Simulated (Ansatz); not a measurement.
GaSb:

```
Sb Ga
1.0
    -2.75343    2.75343    1.59071
     2.75343   -2.75343    1.59071
     2.75343    2.75343   -1.59071
Sb Ga
1 1
Direct
  0.00000 0.00000 0.00000
  0.75000 0.25000 0.50000
```

Measurements of this composition are mostly on another form, of space group No. 216.

Base run:

* Program: Ansatz 0.2.0
* Functional: PBEsol
* Potentials or basis: all-electron LAPW, scalar-relativistic
* Cutoff: 228 eV (chosen from the basis error)
* Basis error allowed: 0.001 eV/atom
* k mesh: 10 × 10 × 10
* Occupations: gaussian, width 0.1 eV
* Spin: no spin polarisation

Its results: band gap on the k mesh none (metal or under the smearing width); pressure -2.9 GPa.

Problem. The run is repeated on the same cell with these changes: functional from PBEsol to LDA; occupations from gaussian, width 0.1 eV to gaussian, width 0.05 eV. What comes out?

Solution. Band gap on the k mesh none (metal or under the smearing width); pressure -4.3 GPa.
